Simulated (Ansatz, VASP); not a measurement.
Gd: VASP beside Ansatz

```
Gd
1.0
     3.64675    0.00000    0.00000
    -1.82337    3.15818    0.00000
     0.00000    0.00000    5.81932
Gd
2
Direct
  0.33333 0.66667 0.25000
  0.66667 0.33333 0.75000
```

Alike in both runs: functional PBE; k mesh 6 × 6 × 4; occupations gaussian, width 0.05 eV; collinear spin.

Ansatz relaxed the structure, and its values are those at the end. VASP's run is a single point on that final structure, the one shown.

|  | VASP | Ansatz |
| --- | --- | --- |
| version | VASP 6.6.1 | Ansatz 0.2.0 |
| potentials or method | VASP PAW PBE potentials, release 64 (Gd) | scalar-relativistic, plane waves, PAW |
| plane-wave cutoff (eV) | 520 | 420 |
| valence electrons in the cell | 36 | 36 |

|  | VASP | Ansatz | Ansatz less VASP |
| --- | --- | --- | --- |
| gap on the k mesh at the Fermi level (eV) | none | none | - |
| pressure (GPa) | 0.0 | 0.0 | +0.08 |
| net moment per atom (μB) | 7.70 | 7.70 | +0.001 |
| size of the moment on the site where the two differ most (μB) | 7.01 | 7.39 | +0.379 |

Site moments also hang on the region over which each program counts them. A gap of «none» marks a metal or a gap that the smearing closes. With one functional, cell and mesh, what is left measures potentials, basis and numerics.

Caveats: spin-orbit coupling is left out, which moves the levels of the heavy elements. The state reached can hang on the start; a lower one may exist.
